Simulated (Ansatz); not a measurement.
# Ge (Cmcm) in Ansatz: settings compared

The runs below take Ge through relaxation of cell and atoms, with PBEsol+D3(BJ), PBEsol+D4, RPBE+D3(BJ).

All numbers are computed with Ansatz 0.2.0; they aren't measurements. Logs are shortened: lines on timing, memory, paths and dates and some standing lists are left out, and cuts for length are marked.

### Step 1. The structure

The structure is orthorhombic, space group Cmcm (No. 63). Conventional cell: a = 2.976 Å, b = 5.189 Å, c = 4.728 Å, α = 90.00°, β = 90.00°, γ = 90.00°. Around Ge (site symmetry m2m) lie 12 Ge at 2.92 to 2.99 Å.

This isn't the form of Ge at room conditions, which is diamond.

### Step 2. Relaxation of cell and atoms, PBEsol+D3(BJ)

input.yaml

```yaml
crystal:
  lattice:
    - [1.488052925, -2.59468961, 0.0]
    - [1.488052925, 2.59468961, 0.0]
    - [0.0, 0.0, 4.72759579]
  atoms:
    - { symbol: Ge, position: [0.33344663, 0.66655337, 0.25] }
    - { symbol: Ge, position: [0.66655337, 0.33344663, 0.75] }
hamiltonian:
  xc: pbesol
  pseudopotentials: { kind: paw }
  dispersion: d3bj
kpoints:
  mp_grid: { grid: [10, 10, 6] }
scf:
  occupations: { method: fermi_dirac, width: 0.05 }
output:
  forces: true
  stress: true
  eigenvalues: true
relax:
  f_tol: 0.01
  max_steps: 40
  cell: { stress_tol: 0.05 }
```

Potentials or basis: Ansatz PAW.

Started as:

```sh
$ ansatz run input.yaml --threads 2 --pin off --max-ram 5632MiB --backend cpu --events-out ev --progress --plain --runs-dir out
```

What it wrote:

```text
Warning: RAYON_NUM_THREADS=2 ignored (pool sized by the plan → 2); use --threads N
Engine: ansatz 0.2.0, x86_64-unknown-linux-gnu
Pseudopotentials: kind: paw
Pseudopotential: Ge, paw, valence charge 14, recommended cutoff 420 eV (normal), Ge.paw.azcp
Functional definition: PBEsol
  exchange = pbesol_x
  correlation = pbesol_c
Crystal: 2 atoms, lattice volume = 36.507 Å³
Basis set: ecut = 420 eV, 695 PW (Γ), exchange–correlation on 40×40×64 points (8 copies of the dense FFT grid, shifted against one another)
Bands: 18, of which v1, the nominal top of the filled ones, is band 14 counted from 1 (13 counted from 0)
Symmetry: 8 space group operations
Space group: Cmcm (ITA 63), of the structure as read, at distance tolerance 3.3e-5 Å
k-points: 124 of 600
Non-local potential: Ge, projectors of the file, l = 0: 2, l = 1: 2, l = 2: 3, l = 3: 1
PAW form: soft (Blöchl's): semilocal exchange-correlation on the pseudo side does not see the compensation charge
PAW frozen core: Ge, regenerated for the run's functional, and the local potential with it (the file was generated under x = pbe(κ = 0.804, μ = 0.2195149727645171), c = pbe(β = 0.06672455060314922))
PAW one-centre angular grid: Ge, 590 points (default); XC on 64 Gauss nodes
Initial density: superposition of atomic densities (neutral atoms: chi_scale 0, normalization atom), corrected by the library's trained network
Initial wavefunctions: pseudopotential atomic-orbital guess
Functional: x = pbesol(κ = 0.804, μ = 0.12345679012345678), c = pbesol(β = 0.046)
SCF iter   1: F=—  HF=-8507.148971 eV  |F-HF|=—  |Δ(HF+E_count)|=         —  Δρ=2.01e-3  dr2=8.43e-4  ethr=1.77e-3  ⟨swp⟩=5.0  Hψ=9113  notcnv=0
preconditioner: auto → none  [metal: Δε(μ)=0.028 eV  Ē_g=23.119 eV  σ=0.050 eV  W_gap=0.14  n_scr=8 (ndim 8)  ℏωp=32.5 eV  f_vac=0.000  D(μ)=1.12/eV (n_scr^D=2)  sad-step TF]
SCF iter   2: F=—  HF=-8507.148120 eV  |F-HF|=—  |Δ(HF+E_count)|=   8.51e-4  Δρ=9.36e-4  dr2=2.06e-4  ethr=3.01e-6  ⟨swp⟩=2.0  Hψ=4949  notcnv=0
SCF iter   3: F=—  HF=-8507.148124 eV  |F-HF|=—  |Δ(HF+E_count)|=   4.36e-6  Δρ=3.91e-4  dr2=3.08e-5  ethr=7.34e-7  ⟨swp⟩=1.0  Hψ=2200  notcnv=0
SCF iter   4: F=—  HF=-8507.148167 eV  |F-HF|=—  |Δ(HF+E_count)|=   4.27e-5  Δρ=3.18e-5  dr2=1.74e-7  ethr=1.10e-7  ⟨swp⟩=2.3  Hψ=2902  notcnv=0
iter 5 did not close the SCF: its close was put off for the readings that it lacked (scf_convergence_deferred on its scf_iter line)
SCF iter   5: F=-8507.148167 eV  HF=-8507.148167 eV  |F-HF|=2.19e-9  |Δ(HF+E_count)|=   1.70e-7  Δρ=1.86e-6  dr2=8.68e-10  ethr=6.21e-10  ⟨swp⟩=2.5  Hψ=4014  notcnv=0
SCF iter   6: F=-8507.148167 eV  HF=-8507.148167 eV  |F-HF|=1.02e-10  |Δ(HF+E_count)|=  4.46e-10  Δρ=6.66e-7  dr2=1.69e-10  ethr=3.10e-12  ⟨swp⟩=1.4  Hψ=6974  notcnv=0
SCF 1 converged in 6 iterations: F = -8507.148167 eV  dr2 = 1.69e-10
relax step   1: F+E_penalty+E_count = -8507.14816691 eV  Δ(F+E_penalty+E_count) = +0.000e0 eV  max|allowed force component| = 5.982e-4 eV/Å  Δτ_max = 0.0000 Å  P = -2.567 GPa  Ω = 36.507 Å³  (6 SCF iters, dr2 threshold 1.00e-7 eV, accepted)
Crystal: 2 atoms, lattice volume = 34.495 Å³
Basis set: ecut = 420 eV, 687 PW (Γ), exchange–correlation on 40×40×64 points (8 copies of the dense FFT grid, shifted against one another)
Initial density: handed on by an earlier stage of this run
Initial wavefunctions: those handed on with the density
iter 1 solved again at ethr=1.82e-6 eV; its pass at ethr=3.10e-3 eV (dr2=5.11e-4 eV) is discarded
SCF iter   1: F=—  HF=-8507.160880 eV  |F-HF|=—  |Δ(HF+E_count)|=         —  Δρ=1.45e-3  dr2=5.51e-4  ethr=1.82e-6  ⟨swp⟩=2.3  Hψ=13325  notcnv=0
preconditioner: auto → none  [metal: Δε(μ)=0.010 eV  Ē_g=23.398 eV  σ=0.050 eV  W_gap=0.05  n_scr=8 (ndim 8)  ℏωp=33.5 eV  f_vac=0.000  D(μ)=0.96/eV (n_scr^D=2)]
SCF iter   2: F=—  HF=-8507.160910 eV  |F-HF|=—  |Δ(HF+E_count)|=   2.99e-5  Δρ=6.99e-4  dr2=9.44e-5  ethr=1.82e-6  ⟨swp⟩=2.3  Hψ=3928  notcnv=0
SCF iter   3: F=—  HF=-8507.160983 eV  |F-HF|=—  |Δ(HF+E_count)|=   7.30e-5  Δρ=8.41e-5  dr2=1.64e-6  ethr=3.37e-7  ⟨swp⟩=2.5  Hψ=3989  notcnv=0
SCF iter   4: F=—  HF=-8507.160982 eV  |F-HF|=—  |Δ(HF+E_count)|=   6.72e-7  Δρ=3.50e-5  dr2=2.39e-7  ethr=5.85e-9  ⟨swp⟩=2.0  Hψ=3971  notcnv=0
iter 5 did not close the SCF: its close was put off for the readings that it lacked (scf_convergence_deferred on its scf_iter line)
SCF iter   5: F=-8507.160982 eV  HF=-8507.160982 eV  |F-HF|=4.11e-10  |Δ(HF+E_count)|=   3.80e-8  Δρ=2.18e-6  dr2=8.85e-10  ethr=8.52e-10  ⟨swp⟩=2.5  Hψ=4006  notcnv=0
SCF iter   6: F=-8507.160982 eV  HF=-8507.160982 eV  |F-HF|=1.82e-12  |Δ(HF+E_count)|=  2.04e-10  Δρ=2.51e-7  dr2=7.71e-12  ethr=3.16e-12  ⟨swp⟩=1.0  Hψ=6694  notcnv=0
SCF 2 converged in 6 iterations: F = -8507.160982 eV  dr2 = 7.71e-12
relax step   2: F+E_penalty+E_count = -8507.16098203 eV  Δ(F+E_penalty+E_count) = -1.282e-2 eV  max|allowed force component| = 8.174e-3 eV/Å  Δτ_max = 0.0010 Å  P = +1.824 GPa  Ω = 34.495 Å³  energy of the carried Pulay correction = +4.589e-4 eV  (6 SCF iters, dr2 threshold 2.00e-7 eV, accepted)
Crystal: 2 atoms, lattice volume = 35.233 Å³
Basis set: ecut = 420 eV, 691 PW (Γ), exchange–correlation on 40×40×64 points (8 copies of the dense FFT grid, shifted against one another)
iter 1 solved again at ethr=9.86e-8 eV; its pass at ethr=3.10e-3 eV (dr2=2.76e-5 eV) is discarded
SCF iter   1: F=—  HF=-8507.165084 eV  |F-HF|=—  |Δ(HF+E_count)|=         —  Δρ=4.28e-4  dr2=4.01e-5  ethr=9.86e-8  ⟨swp⟩=2.8  Hψ=13818  notcnv=0
preconditioner: auto → none  [metal: Δε(μ)=0.038 eV  Ē_g=23.331 eV  σ=0.050 eV  W_gap=0.18  n_scr=8 (ndim 8)  ℏωp=33.1 eV  f_vac=0.000  D(μ)=0.88/eV (n_scr^D=2)]
SCF iter   2: F=—  HF=-8507.165130 eV  |F-HF|=—  |Δ(HF+E_count)|=   4.52e-5  Δρ=2.13e-4  dr2=7.18e-6  ethr=9.86e-8  ⟨swp⟩=2.9  Hψ=3971  notcnv=0
[... 201 lines left out ...]
SCF iter   2: F=—  HF=-8507.305106 eV  |F-HF|=—  |Δ(HF+E_count)|=   1.33e-3  Δρ=1.18e-3  dr2=1.17e-5  ethr=1.54e-7  ⟨swp⟩=1.8  Hψ=3330  notcnv=0
SCF iter   3: F=—  HF=-8507.305411 eV  |F-HF|=—  |Δ(HF+E_count)|=   3.05e-4  Δρ=1.06e-4  dr2=1.09e-7  ethr=4.18e-8  ⟨swp⟩=1.1  Hψ=2407  notcnv=0
SCF iter   4: F=—  HF=-8507.305413 eV  |F-HF|=—  |Δ(HF+E_count)|=   2.12e-6  Δρ=9.06e-6  dr2=1.52e-8  ethr=3.89e-10  ⟨swp⟩=2.0  Hψ=3968  notcnv=0
SCF iter   5: F=—  HF=-8507.305413 eV  |F-HF|=—  |Δ(HF+E_count)|=  1.31e-10  Δρ=1.56e-6  dr2=1.06e-9  ethr=5.42e-11  ⟨swp⟩=2.3  Hψ=3728  notcnv=0
SCF iter   6: F=—  HF=-8507.305413 eV  |F-HF|=—  |Δ(HF+E_count)|=  3.27e-10  Δρ=5.87e-7  dr2=1.27e-10  ethr=3.77e-12  ⟨swp⟩=2.2  Hψ=3893  notcnv=0
SCF iter   7: F=-8507.305413 eV  HF=-8507.305413 eV  |F-HF|=1.82e-12  |Δ(HF+E_count)|=  3.27e-11  Δρ=1.13e-7  dr2=5.70e-12  ethr=1.00e-12  ⟨swp⟩=5.0  Hψ=8458  notcnv=0
SCF 20 converged in 7 iterations: F = -8507.305413 eV  dr2 = 5.70e-12
relax step  20: F+E_penalty+E_count = -8507.30541286 eV  Δ(F+E_penalty+E_count) = -3.132e-4 eV  max|allowed force component| = 2.002e-4 eV/Å  Δτ_max = 0.0000 Å  P = +0.056 GPa  Ω = 35.346 Å³  stress off target by 1.65e-1 GPa  SCF on the basis re-selected at this cell (its energy is not comparable with the rows above)  (7 SCF iters)
[... 8 lines left out ...]
relax step  21: F+E_penalty+E_count = -8507.30541840 eV  Δ(F+E_penalty+E_count) = -5.543e-6 eV  max|allowed force component| = 6.051e-5 eV/Å  Δτ_max = 0.0004 Å  P = +0.002 GPa  Ω = 35.366 Å³  energy of the carried Pulay correction = -3.724e-6 eV  (3 SCF iters, dr2 threshold 6.85e-8 eV, accepted)
iter 1 solved again at ethr=8.47e-9 eV; its pass at ethr=3.10e-3 eV (dr2=2.37e-6 eV) is discarded
SCF iter   1: F=—  HF=-8507.305412 eV  |F-HF|=—  |Δ(HF+E_count)|=         —  Δρ=2.66e-6  dr2=1.65e-9  ethr=8.47e-9  ⟨swp⟩=3.0  Hψ=14916  notcnv=0
SCF iter   2: F=—  HF=-8507.305422 eV  |F-HF|=—  |Δ(HF+E_count)|=   1.01e-5  Δρ=1.56e-6  dr2=7.26e-10  ethr=5.90e-12  ⟨swp⟩=2.0  Hψ=3978  notcnv=0
SCF iter   3: F=—  HF=-8507.305422 eV  |F-HF|=—  |Δ(HF+E_count)|=  1.18e-10  Δρ=3.68e-7  dr2=3.59e-11  ethr=2.59e-12  ⟨swp⟩=2.0  Hψ=2754  notcnv=0
SCF iter   4: F=-8507.305422 eV  HF=-8507.305422 eV  |F-HF|=1.82e-12  |Δ(HF+E_count)|=  1.09e-11  Δρ=1.30e-7  dr2=2.26e-12  ethr=1.00e-12  ⟨swp⟩=4.9  Hψ=8402  notcnv=0
SCF 22 converged in 4 iterations: F = -8507.305422 eV  dr2 = 2.26e-12
relax step  22: F+E_penalty+E_count = -8507.30542174 eV  Δ(F+E_penalty+E_count) = -3.335e-6 eV  max|allowed force component| = 5.930e-5 eV/Å  Δτ_max = 0.0000 Å  P = +0.002 GPa  Ω = 35.366 Å³  stress off target by 2.71e-3 GPa  SCF on the basis re-selected at this cell (its energy is not comparable with the rows above)  (4 SCF iters)
basis re-selected at this cell: Δ(F+E_penalty+E_count) = -3.335e-6 eV, ΔP = -0.000 GPa vs the last step (what re-selecting the basis moved, of the pressure what is left beyond the Pulay correction that the steps carried, after the strain that the cell walked since its last selection, with what the two solves' SCF thresholds leave and, on support functions, any second-order correction that the steps lacked; it is no measure of the basis error at this ecutwfc). This SCF's stress stands 2.71e-3 GPa from its target on what of the cell is left free (relax.cell.stress_tol is 5.00e-2 GPa) and its largest allowed force component is 5.93e-5 eV/Å (relax.f_tol is 1.00e-2 eV/Å): within both
SCF converged after 4 iterations
Free energy (F): -8507.305422 eV
Harris-Foulkes:  -8507.305422 eV  (|F-HF|=1.82e-12)
Internal energy: -8507.300156 eV  (E = F + TS)
E sigma→0 (E₀):  -8507.302789 eV
Entropy (-TS):   -0.005265 eV (-2.633 meV/atom)
Fermi energy:    11.826455 eV
--- Per-component energies (eV) ---
  E_band       = -206.461176
  E_kinetic    = 223.570757
  E_local      = -4211.998636  (includes V_loc(G=0)·N_el)
  E_nonlocal   = 836.517830
  E_hartree    = 1847.588301
  E_xc         = -151.209312
  E_vxc        = -130.993130  (∫ρ·V_xc dr)
  E_paw        = -3954.029134  (= ΣΔE_a)
  E_vpaw       = -618.735122  (= ΣTr[D̂ρ^β])
  E_aug_tail   = 0.000470  (compensation charges beyond the density's cutoff)
  E_ewald      = -3098.878027
  E_disp       = -0.698277  (pairwise vdW)
  E_core_change = 1.835872  (= ΣΔE_core)
  E_smearing   = -0.005265  (= −TS)
  E_closure    = -0.000000  (closes the sum)
  Σ components = -8507.305422   (vs F -8507.305422, Δ=0.00e0)
--- Forces (eV/Å), atoms counted from 1 ---
  atom   1  Ge     0.00000000     0.00005930     0.00000000
  atom   2  Ge     0.00000000    -0.00005930     0.00000000
  max |Σ_I F_I| component: 0.00e0 eV/Å
--- Stress (GPa, compression-positive) ---
        0.002706       0.000000       0.000000
        0.000000       0.001244       0.000000
        0.000000       0.000000       0.002577
  P = ⅓ Tr σ = 0.0022 GPa (0.022 kbar)
--- Band table (eV; the first three rows and the last of 124) ---
  k-point 0: bands = ["-13.0192", "-12.8825", "-12.8825", "-12.8673", "-12.8673", "-12.8062", "-12.8062", "-12.7358", "-12.7058", "-12.7058", "-1.9362", "2.5507", "5.4386", "19.5008", "20.3147", "20.3154", "22.6638", "23.7850"]
  k-point 1: bands = ["-13.0000", "-12.8815", "-12.8815", "-12.8683", "-12.8683", "-12.7995", "-12.7995", "-12.7546", "-12.7126", "-12.7126", "-1.7827", "1.7320", "6.5758", "17.3435", "20.4692", "20.4699", "23.3867", "23.3873"]
  k-point 2: bands = ["-12.9477", "-12.8787", "-12.8787", "-12.8711", "-12.8711", "-12.8060", "-12.7813", "-12.7813", "-12.7311", "-12.7311", "-1.3226", "0.4901", "8.7684", "14.2862", "20.9220", "20.9226", "22.5264", "22.5271"]
  k-point 123: bands = ["-12.9338", "-12.9338", "-12.8372", "-12.8372", "-12.7745", "-12.7745", "-12.7598", "-12.7598", "-12.7290", "-12.7290", "4.7032", "4.7032", "7.0856", "7.0856", "16.0139", "16.0139", "17.2187", "17.2187"]
--- Relaxed structure (20 steps of the walk, 18 accepted, 2 SCFs on fresh bases) ---
  F+E_penalty+E_count = -8507.30542174 eV   max|allowed force component| = 5.930e-5 eV/Å   (the final SCF, on the basis selected at the relaxed cell)
  cell:  # Å, volume = 35.3662 Å³
    - [1.4069823982558904, -2.4370454897436633, 0.0]
    - [1.4069823982558904, 2.4370454897436633, 0.0]
    - [0.0, 0.0, 5.157108396504153]
  atoms:
    - { symbol: Ge, position: [0.5000346224441078, 0.4999653775558922, 0.25] }
    - { symbol: Ge, position: [0.4999653775558922, 0.5000346224441078, 0.75] }
```

Wall time 25 s (2 threads of Intel Xeon Platinum 8488C (Sapphire Rapids), shared host); peak memory 0.45 GiB.

What came out:

```yaml
Free_energy: -8507.3054 eV
Relaxed_volume: 17.68 Å³/atom
Relaxed_cell: a = 2.814 Å, b = 2.814 Å, c = 5.157 Å, α = 90.00°, β = 90.00°, γ = 120.00°
Space_group_after_relaxing_to_0.05_Å: P6/mmm (No. 191)
Energy_gained_by_relaxing: 78.6 meV/atom
Ionic_steps: 20
Pressure_after_relaxing: 0.0 GPa
Band_gap_on_the_k_mesh: none (metal or under the smearing width)
```

Step by step:
```csv
step,energy change (eV),largest force (eV/Å),volume (Å³)
1,0.0000,0.0006,36.51
2,-0.0128,0.0082,34.50
3,-0.0170,0.0092,35.23
4,-0.0174,0.0119,35.24
5,-0.0181,0.0146,35.20
6,-0.0198,0.0444,35.10
7,-0.0425,0.1003,34.97
8,-0.0711,0.1128,34.58
9,-0.1123,0.0596,34.31
10,-0.1289,0.0961,35.15
11,-0.1474,0.0217,35.78
12,-0.1500,0.0055,35.17
13,-0.1510,0.0416,34.85
14,-0.1563,0.0090,35.44
15,-0.1568,0.0026,35.41
16,-0.1569,0.0006,35.36
17,-0.1569,0.0002,35.35
18,-0.1572,0.0002,35.35
19,-0.1573,0.0001,35.37
20,-0.1573,0.0001,35.37
```

Final structure:
```
Ge
1.0
     1.40698   -2.43705    0.00000
     1.40698    2.43705    0.00000
     0.00000    0.00000    5.15711
Ge
2
Direct
  0.50003 0.49997 0.25000
  0.49997 0.50003 0.75000
```

Caveat: the plane-wave basis is chosen anew once the cell has moved, so the energies of steps on either side of that aren't comparable; pairwise dispersion overbinds metals, which lowers pressure and volume; the PAW data sets come from PBE, with cores solved anew for the run's functional, which leaves a small shift of forces and pressure.

(Part 1 of 2 ends here.)
